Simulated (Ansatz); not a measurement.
**Cu under changes of volume**

One of the cells (11.994 Å³/atom); the others are scaled copies at fixed shape and fractional positions:

```
Cu
1.0
     1.21846   -3.97638    0.00000
     1.21846    3.97638    0.00000
     0.00000    0.00000    2.47550
Cu
2
Direct
  0.86613 0.13387 0.75000
  0.13387 0.86613 0.25000
```

This isn't the form of Cu at room conditions, which is fcc.

```yaml
Program: Ansatz 0.2.0
Functional: LDA
Potentials_or_basis: Ansatz PAW
Cutoff: "420 eV (not typed: the program's choice for these potentials)"
k_mesh: 11 × 11 × 11
Occupations: fermi-dirac, width 0.05 eV
Spin: no spin polarisation
```

```tsv
volume (Å³/atom)	energy over the lowest point (meV/atom)	pressure (GPa)	largest force (eV/Å)
11.274	0.41	2.2	0.041
11.514	0.00	-1.5	0.011
11.754	4.74	-4.7	0.017
11.994	14.03	-7.6	0.042
12.234	?	?	?
12.474	44.09	-12.3	0.087
12.714	63.96	-14.2	0.107
```

**Question.** What does the run at 12.234 Å³/atom give?

**Answer.** Energy over the lowest point 27.30 meV/atom; pressure -10.1 GPa; largest force 0.066 eV/Å.

Worked out: A Birch-Murnaghan fit of order 3 (a polynomial in V^(-2/3)) to the other rows has its minimum at 11.41 Å³/atom with B0 = V·E''(V) = 173 GPa and B' = 5.1 at fixed shape and positions, which overstates the stiffness. It gives 27.30 meV/atom at 12.234 Å³/atom, against the run's 27.30, and -dE/dV = -10.1 GPa, against -10.1.

Energies are extrapolated to zero smearing.

Caveats: the PAW data sets come from PBE, with cores solved anew for the run's functional, which leaves a small shift of forces and pressure.
